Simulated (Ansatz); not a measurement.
# Relaxing Os

Computed with DFT PBE, scalar-relativistic, plane waves, PAW in Ansatz 0.2.0. Cutoff 420 eV, Γ-centred k mesh, Gaussian smearing, no spin polarisation in the final step.

Os was placed on the beta-tungsten (A15) structure type (Pm-3n, No. 223), at a guessed volume.

```
Os
1.0
     4.85652    0.00000    0.00000
     0.00000    4.85652    0.00000
     0.00000    0.00000    4.85652
Os
8
Direct
  0.50000 0.50000 0.50000
  0.00000 0.00000 0.00000
  0.25000 0.00000 0.50000
  0.50000 0.25000 0.00000
  0.50000 0.75000 0.00000
  0.75000 0.00000 0.50000
  0.00000 0.50000 0.75000
  0.00000 0.50000 0.25000
```

Cell and atoms relax at zero pressure; the relaxation can't lower the symmetry of the start. After a coarse first stage the cell is made exact in the group found at 0.06 Å.

Energies count from the standard state of Os at the same level.

Question: What does it relax into?

Answer: It keeps Pm-3n (No. 223). The result has the beta-tungsten (A15) structure. Conventional cell: a = 4.909 Å. Around Os on Wyckoff site a (2 atoms of the primitive cell) lie 12 Os at 2.74 Å; around Os on Wyckoff site c (6 atoms of the primitive cell) lie 2 Os at 2.45 Å, 4 Os at 2.74 Å and 8 Os at 3.01 Å.

Space group Pm-3n (No. 223). a = 4.909 Å, b = 4.909 Å, c = 4.909 Å, α = 90.00°, β = 90.00°, γ = 90.00°
```csv
atom,site,symmetry,x,y,z
Os,2a,m-3.,0.5000,0.5000,0.5000
Os,6c,-4m.2,0.2500,0.0000,0.5000
```

Question: What are its volume, energy, density and gap?

Answer: The volume per atom is 14.79 Å³ and the density is 21.36 g/cm³. The energy over the standard structure is 0.63 eV/atom and the gap on the 8×8×8 mesh is 0 eV (a metal).

The final run used a 8×8×8 mesh on its 8-atom cell and 0.10 eV smearing. For metals, differences of a few meV/atom aren't resolved. Spin–orbit coupling is left out. A structure relaxed within its symmetry needn't be a true minimum.